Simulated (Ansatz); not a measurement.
Input and command of a plane-wave DFT calculation in Ansatz:

```yaml
crystal:
  lattice:
    - [11.6, 0.0, 0.0]
    - [0.0, 11.9, 0.0]
    - [0.0, 0.0, 4.27218142]
  atoms:
    - { symbol: C, position: [0.6353664979, 0.5, 0.6666666667] }
    - { symbol: C, position: [0.5, 0.6319538971, 0.6666666667] }
    - { symbol: C, position: [0.5957185686, 0.5933054954, 0.1666666667] }
    - { symbol: C, position: [0.3646335021, 0.5, 0.6666666667] }
    - { symbol: C, position: [0.4042814314, 0.5933054954, 0.1666666667] }
    - { symbol: C, position: [0.5, 0.3680461029, 0.6666666667] }
    - { symbol: C, position: [0.4042814314, 0.4066945046, 0.1666666667] }
    - { symbol: C, position: [0.5957185686, 0.4066945046, 0.1666666667] }
    - { symbol: C, position: [0.5957185686, 0.5933054954, 0.8333333333] }
    - { symbol: C, position: [0.6353664979, 0.5, 0.3333333333] }
    - { symbol: C, position: [0.4042814314, 0.5933054954, 0.8333333333] }
    - { symbol: C, position: [0.5, 0.6319538971, 0.3333333333] }
    - { symbol: C, position: [0.4042814314, 0.4066945046, 0.8333333333] }
    - { symbol: C, position: [0.3646335021, 0.5, 0.3333333333] }
    - { symbol: C, position: [0.5957185686, 0.4066945046, 0.8333333333] }
    - { symbol: C, position: [0.5, 0.3680461029, 0.3333333333] }
basis:
  ecutwfc: 420
kpoints:
  mp_grid: { grid: [1, 1, 18] }
hamiltonian:
  xc: pbe
scf:
  occupations: { method: gaussian, width: 0.05 }
output:
  forces: true
  stress: true
  eigenvalues: true
  populations: true
  write_density: true
  write_potential: true
  elf: true
  volumetric_format: npy
relax:
  adjacent_minimum: "off"
  f_tol: 0.02
  max_steps: 45
  cell: { fix: [a, b, alpha, beta, gamma], stress_tol: 0.03 }
```

```bash
ansatz run input.yaml --threads 4 --pin off --max-ram 11264MiB --backend cpu --events-out ev --progress --plain --runs-dir out
```

Processor: Arm Neoverse V2, 4 threads, on a host shared with other jobs.

Task: Estimate time, memory and problem size.

Result: About 46 s on 4 threads of Arm Neoverse V2 (shared host), peak memory 1.1 GiB. It solves 48 bands at 10 k points (the mesh reduced by the symmetry that the task leaves, which can be less than the crystal's) with about 11339 plane waves (on the last cell), in 45 SCF iterations over 7 ionic steps.
